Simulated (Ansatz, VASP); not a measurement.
# Pd: VASP beside Ansatz

```
Pd
1.0
     0.00000    1.93185    1.93185
     1.93185    0.00000    1.93185
     1.93185    1.93185    0.00000
Pd
1
Cartesian
  0.0000 0.0000 0.0000
```

Change from the starting cell: volume scaled by 0.98.

Alike in both runs: task single point; functional PBEsol; k mesh 18 × 18 × 18; occupations fermi-dirac, width 0.05 eV; no spin polarisation.

|  | VASP | Ansatz |
| --- | --- | --- |
| version | VASP 6.6.1 | Ansatz 0.2.0 |
| potentials or method | VASP PAW PBE potentials, release 64 (Pd), cutoff 520 eV | all-electron LAPW, scalar-relativistic |

Ansatz gave:

* pressure (GPa): 1.8

**Question.** Which values does VASP return?

**Answer.** Pressure (GPa): 1.5.

Ansatz ran all-electron here, so the differences hold the error of VASP's frozen core and of both bases.

Caveats: the PAW data sets were made with another functional, which shifts forces and pressure a little (VASP).
